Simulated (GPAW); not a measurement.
## NaH in GPAW: convergence with k mesh

The system is NaH.

```xyz
2
Lattice="0.0000 2.4400 2.4400 2.4400 0.0000 2.4400 2.4400 2.4400 0.0000" Properties=species:S:1:pos:R:3 pbc="T T T"
Na    0.0000    0.0000    0.0000
H     2.4400    2.4400    2.4400
```

```yaml
Program: GPAW 26.7.0
Task: convergence study
Functional: RPBE
Potentials_or_basis: the program's PAW data sets (release 1.2.1) made for this functional
Cutoff: 800 eV
Basis: pw
k_mesh: 2 × 2 × 2
Occupations: fermi-dirac, width 0.05 eV
Spin: no spin polarisation
```

These are the settings of the first run; the series varies k mesh, with any setting tied to it.

Hardware: 1 thread of Arm Neoverse V2, on a shared host.

Problem. The values tried are 2 × 2 × 2, 3 × 3 × 3, 4 × 4 × 4, 5 × 5 × 5, 6 × 6 × 6, 7 × 7 × 7, 9 × 9 × 9, 10 × 10 × 10, 13 × 13 × 13, loosest first. From which on does the energy stay within 1 meV/atom of the tightest run that finished?

Solution. From 4 × 4 × 4 on.

| k mesh | energy less the tightest run, at zero smearing (meV/atom) | pressure (GPa) | gap on the mesh (eV) | SCF cycles | CPU time (s) | peak memory (GiB) |
| --- | --- | --- | --- | --- | --- | --- |
| 2 × 2 × 2 | 153.02 | 2.13 | 4.018 | 9 | 2.4 | 0.14 |
| 3 × 3 × 3 | -6.76 | 0.51 | 5.921 | 9 | 2.6 | 0.13 |
| 4 × 4 × 4 | 0.04 | 0.57 | 3.937 | 9 | 3.5 | 0.14 |
| 5 × 5 × 5 | 0.07 | 0.58 | 4.738 | 9 | 4 | 0.14 |
| 6 × 6 × 6 | -0.01 | 0.57 | 3.979 | 9 | 5.3 | 0.14 |
| 7 × 7 × 7 | 0.00 | 0.57 | 4.393 | 9 | 6.2 | 0.14 |
| 9 × 9 × 9 | 0.00 | 0.57 | 4.229 | 9 | 9.6 | 0.15 |
| 10 × 10 × 10 | 0.00 | 0.57 | 3.953 | 9 | 12 | 0.16 |
| 13 × 13 × 13 | 0.00 | 0.57 | 4.085 | 9 | 21 | 0.18 |

Against the tightest run, the pressure stays within 0.1 GPa from 3 × 3 × 3 on. Not settled before the last step: the gap on the mesh (to 0.01 eV). Meshes of other sizes hit other points, so gaps and Fermi surfaces needn't settle smoothly. The tightest run that finished is the yardstick and may itself not be fully converged.

Caveat, for the tightest run too: an odd mesh through Γ misses points on the zone boundary, where band edges often lie.
